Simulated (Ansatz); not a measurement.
**RbBr: phonons and Grüneisen parameters**

How does the lattice vibrate, and how do the modes shift with volume? Displacements sample a 2×2×2 mesh. Runs: cell and atoms relaxed (PAW); reference run (PAW); volume scaled by 0.980 (PAW); volume scaled by 1.020 (PAW); mode Grüneisen parameters (PAW); linear response at the zone centre with the field response (PAW).

Program: Ansatz 0.2.0. Level of theory: DFT PBEsol, frozen-core PAW, scalar-relativistic unless said. These are calculated values, not measurements.

2 further runs of the same task are left out: 2 set aside as unsound or not needed. Runs told in other sessions of the task aren't counted.

### 1 Starting point

The structure is cubic, space group Pm-3m (No. 221). Conventional cell: a = 4.126 Å, b = 4.126 Å, c = 4.126 Å, α = 90.00°, β = 90.00°, γ = 90.00°. Rb (site symmetry m-3m) is surrounded by 8 Br at 3.57 Å. Around Br (site symmetry m-3m) lie 8 Rb at 3.57 Å.

As a file:

```cif
data_structure
_symmetry_space_group_name_H-M 'Pm-3m'
_symmetry_Int_Tables_number 221
_cell_length_a 4.1261
_cell_length_b 4.1261
_cell_length_c 4.1261
_cell_angle_alpha 90.000
_cell_angle_beta 90.000
_cell_angle_gamma 90.000
_cell_volume 70.24
loop_
_atom_site_label
_atom_site_type_symbol
_atom_site_symmetry_multiplicity
_atom_site_Wyckoff_symbol
_atom_site_fract_x
_atom_site_fract_y
_atom_site_fract_z
_atom_site_occupancy
Rb1 Rb 1 a 0.00000 0.00000 0.00000 1
Br1 Br 1 b 0.50000 0.50000 0.50000 1
```

Cartesian axes are those of the input's lattice vectors. The structure goes back to a database entry.

### 2 Cell and atoms relaxed, PAW

input.yaml

```yaml
crystal:
  lattice:
    - [4.1260773, 0.0, 0.0]
    - [0.0, 4.1260773, 0.0]
    - [0.0, 0.0, 4.1260773]
  atoms:
    - { symbol: Rb, position: [0.0, 0.0, 0.0] }
    - { symbol: Br, position: [0.5, 0.5, 0.5] }
kpoints:
  mp_grid: { grid: [10, 10, 10] }
scf:
  occupations: { method: fermi_dirac, width: 0.1 }
hamiltonian:
  xc: pbesol
  pseudopotentials: { kind: paw }
relax:
  f_tol: 0.002
  max_steps: 80
  cell: {}
output:
  forces: true
  stress: true
  write_density: true
  write_potential: true
  elf: true
  volumetric_format: npy
```

Run with:

```console
$ ansatz run input.yaml --threads 1 --pin off --max-ram 3072MiB --backend cpu --events-out ev --progress --plain --runs-dir out
```

### 3 Reference run, PAW

input.yaml

```yaml
crystal:
  lattice:
    - [4.07008511772, 0.0, 0.0]
    - [0.0, 4.07008511772, 0.0]
    - [0.0, 0.0, 4.07008511772]
  atoms:
    - { symbol: Rb, position: [0.0, 0.0, 0.0] }
    - { symbol: Br, position: [0.5, 0.5, 0.5] }
kpoints:
  mp_grid: { grid: [6, 6, 6] }
scf:
  occupations: { method: fixed }
hamiltonian:
  xc: pbesol
  pseudopotentials: { kind: paw }
phonons:
  qmesh: [2, 2, 2]
  qpath:
    path:
      - [0.0, 0.0, 0.0]
      - [0.0, 0.5, 0.0]
      - [0.5, 0.5, 0.0]
      - [0.0, 0.0, 0.0]
      - [0.5, 0.5, 0.5]
      - [0.0, 0.5, 0.0]
      - [0.5, 0.5, 0.5]
      - [0.5, 0.5, 0.0]
    npoints: 6
  temperatures: { t_min: 0, t_max: 1000, t_step: 100 }
```

### 4 Volume scaled by 0.980, PAW

Edit input.yaml of step 3 so:

```diff
@@ -2,5 +2,5 @@
   lattice:
-    - [4.07008511772, 0.0, 0.0]
-    - [0.0, 4.07008511772, 0.0]
-    - [0.0, 0.0, 4.07008511772]
+    - [4.04276828715, 0.0, 0.0]
+    - [0.0, 4.04276828715, 0.0]
+    - [0.0, 0.0, 4.04276828715]
   atoms:
```

### 5 Volume scaled by 1.020, PAW

Edit input.yaml of step 4 so:

```diff
@@ -2,5 +2,5 @@
   lattice:
-    - [4.04276828715, 0.0, 0.0]
-    - [0.0, 4.04276828715, 0.0]
-    - [0.0, 0.0, 4.04276828715]
+    - [4.09704010934, 0.0, 0.0]
+    - [0.0, 4.09704010934, 0.0]
+    - [0.0, 0.0, 4.09704010934]
   atoms:
```

### 7 Linear response at the zone centre with the field response, PAW

input.yaml

```yaml
crystal:
  lattice:
    - [4.07008511772, 0.0, 0.0]
    - [0.0, 4.07008511772, 0.0]
    - [0.0, 0.0, 4.07008511772]
  atoms:
    - { symbol: Rb, position: [0.0, 0.0, 0.0] }
    - { symbol: Br, position: [0.5, 0.5, 0.5] }
kpoints:
  mp_grid: { grid: [6, 6, 6] }
scf:
  occupations: { method: fixed }
hamiltonian:
  xc: pbesol
  pseudopotentials: { kind: paw }
phonons:
  method: dfpt
  dielectric: true
  rigid_motions: translations
```

(Steps that only read results are left out.)

Before running it: what results should come out? Wanted: highest mode on the mesh, without the LO shift; optical modes at Γ; ε∞.

The runs gave:

| quantity | value |
| --- | --- |
| highest mode on the mesh, without the LO shift (PAW) | 98 cm⁻¹ |
| optical modes at Γ | 75 (T1u) cm⁻¹ |
| mean Grüneisen parameter at 300 K (PAW) | 2.45 |
| ε∞ | 3.00, 3.00, 3.00 |

In words: No mode on the mesh is unstable; the highest lies at 98 cm⁻¹ by PAW. Weighted by heat capacity at 300 K the mean Grüneisen parameter of the sampled modes is 2.45, which points to expansion on heating. With the field of the polar modes, the highest mode near Γ lies at 121 cm⁻¹. Each set of modes is computed in the harmonic approximation. Cautions: frozen-core PAW files fitted under PBE, their cores solved anew for the functional of the run.
